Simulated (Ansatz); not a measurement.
# CdF2: the cost of one run

Computed with Ansatz 0.2.0 (DFT PBE, scalar-relativistic, plane waves, PAW, unless a step names another level, unless a step's input says otherwise).

3 further runs of the same task are left out: 3 set aside as unsound or not needed.

**1. The system as given**

Symmetry: Fm-3m, No. 225, cubic system. The conventional cell has a = 5.481 Å, b = 5.481 Å, c = 5.481 Å, α = 90.00°, β = 90.00°, γ = 90.00°. Cd (site symmetry m-3m) is surrounded by 8 F at 2.37 Å. F (site symmetry -43m) is surrounded by 4 Cd at 2.37 Å.

Structure file:

```cif
data_structure
_symmetry_space_group_name_H-M 'P 1'
_symmetry_Int_Tables_number 1
_cell_length_a 3.8759
_cell_length_b 3.8759
_cell_length_c 3.8759
_cell_angle_alpha 60.000
_cell_angle_beta 60.000
_cell_angle_gamma 60.000
_cell_volume 41.17
loop_
_atom_site_label
_atom_site_type_symbol
_atom_site_fract_x
_atom_site_fract_y
_atom_site_fract_z
_atom_site_occupancy
Cd1 Cd 0.00000 0.00000 0.00000 1
F1 F 0.75000 0.75000 0.75000 1
F2 F 0.25000 0.25000 0.25000 1
```

It came out lowest among 32 distinct ends of the trial cells. At a tolerance of 0.02 Å it has space group Fm-3m (No. 225).

**2. Relaxing to 0.001 eV/Å, on the response runs' mesh and smearing**

input.yaml reads:

```yaml
crystal:
  lattice:
    - [0.0, 2.7406495329, 2.7406495329]
    - [2.7406495329, 0.0, 2.7406495329]
    - [2.7406495329, 2.7406495329, 0.0]
  atoms:
    - { symbol: Cd, position: [0.0, 0.0, 0.0] }
    - { symbol: F, position: [0.75, 0.75, 0.75] }
    - { symbol: F, position: [0.25, 0.25, 0.25] }
basis:
  ecutwfc: 420
kpoints:
  mp_grid: { grid: [8, 8, 8] }
hamiltonian:
  xc: pbe
scf:
  occupations: { method: fixed }
output:
  forces: true
  stress: true
  eigenvalues: true
relax:
  adjacent_minimum: "off"
  f_tol: 0.001
  max_steps: 60
  cell: { stress_tol: 0.01 }
```

Run with:

```
> ansatz run input.yaml --threads 3 --pin off --max-ram 7680MiB --backend cpu --events-out ev --progress --plain --runs-dir out
```

Q: Estimate wall time and peak memory on 3 threads of Intel Xeon at 2.50GHz (Skylake/Cascade Lake), shared host.

About 4.9 s, with a peak of 0.35 GiB.
